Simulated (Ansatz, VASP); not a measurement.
**Two plane-wave programs on Ag2O**

```
Ag O
1.0
     4.81203    0.00000    0.00000
     0.00000    4.81203    0.00000
     0.00000    0.00000    4.81203
Ag O
4 2
Direct
  0.25000 0.25000 0.75000
  0.75000 0.25000 0.25000
  0.25000 0.75000 0.25000
  0.75000 0.75000 0.75000
  0.00000 0.00000 0.00000
  0.50000 0.50000 0.50000
```

Alike in both runs: functional PBE; k mesh 8 × 8 × 8; occupations gaussian, width 0.1 eV; no spin polarisation.

Ansatz relaxed the structure, and its values are those at the end. VASP's run is a single point on that final structure, the one shown.

```csv
,VASP,Ansatz
version,VASP 6.6.1,Ansatz 0.2.0
potentials or method,"VASP PAW PBE potentials, release 64 (Ag, O)","scalar-relativistic, plane waves, PAW"
plane-wave cutoff (eV),520,420
valence electrons in the cell,56,88
```

VASP gave:

| Quantity | Value |
| --- | --- |
| gap on the k mesh at the Fermi level (eV) | none |
| pressure (GPa) | -0.1 |

Q: What did Ansatz give for the same quantities?

A: gap on the k mesh at the Fermi level (eV): none; pressure (GPa): 0.0.

A gap of «none» marks a metal or a gap that the smearing closes. With one functional, cell and mesh, what is left measures potentials, basis and numerics. The two sets of potentials don't hold the same shells in valence.
